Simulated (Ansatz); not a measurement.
**CdS: a single-point run**

The task is a single-point run on CdS. The structure is shown as the input types it. The cell is built on a prototype (rocksalt) and needn't be the phase found in nature.

Computed with Ansatz 0.2.0 (density functional or hybrid calculation with the settings of its input, plane waves (as first typed), unless a step's input says otherwise).

5 further runs of the same task are left out: 5 that didn't finish.

## Step 1: The structure to begin with

The structure is cubic, space group Fm-3m (No. 225). Conventional cell: a = 5.454 Å, b = 5.454 Å, c = 5.454 Å, α = 90.00°, β = 90.00°, γ = 90.00°. Cd (site symmetry m-3m) is surrounded by 6 S at 2.73 Å. S (site symmetry m-3m) has 6 Cd at 2.73 Å as nearest neighbours.

As a file:

```cif
data_structure
_symmetry_space_group_name_H-M 'Fm-3m'
_symmetry_Int_Tables_number 225
_cell_length_a 5.4536
_cell_length_b 5.4536
_cell_length_c 5.4536
_cell_angle_alpha 90.000
_cell_angle_beta 90.000
_cell_angle_gamma 90.000
_cell_volume 162.20
loop_
_atom_site_label
_atom_site_type_symbol
_atom_site_symmetry_multiplicity
_atom_site_Wyckoff_symbol
_atom_site_fract_x
_atom_site_fract_y
_atom_site_fract_z
_atom_site_occupancy
Cd1 Cd 4 a 0.00000 0.00000 0.00000 1
S1 S 4 b 0.50000 0.00000 0.00000 1
```

## Step 2: Running it

input.yaml

```yaml
crystal:
  lattice:
    - [0.0, 2.7267765431, 2.7267765431]
    - [2.7267765431, 0.0, 2.7267765431]
    - [2.7267765431, 2.7267765431, 0.0]
  atoms:
    - { symbol: Cd, position: [0.0, 0.0, 0.0] }
    - { symbol: S, position: [0.5, 0.5, 0.5] }
kpoints:
  mp_grid: { grid: [6, 6, 6] }
hamiltonian:
  xc: pbesol
scf:
  occupations: { method: fixed }
  n_extra_bands: 4
  convergence: { dr2_threshold: 0.01 }
  max_iter: 80
output:
  forces: true
  stress: true
  eigenvalues: true
```

On the command line:

```bash
> ansatz run input.yaml --threads 4 --pin off --max-ram 3686MiB --backend cpu --events-out ev --progress --plain --runs-dir out
```

Q: Will this input give a usable result? If not, why, and what should change?

The run converged and reported no error, with warnings (force scf threshold loose, stress scf threshold loose). Its log warns: «scf.convergence.dr2_threshold = 1e-2 eV is looser than this run's default, which is 1e-7 eV or tighter. The error in the forces grows as the threshold's square root ...»

The threshold asked is loose, but the program put off the close and ended at dr2 = 1.4e-9, so little accuracy was lost here.

The test: delete scf.convergence.dr2_threshold (the default then holds).
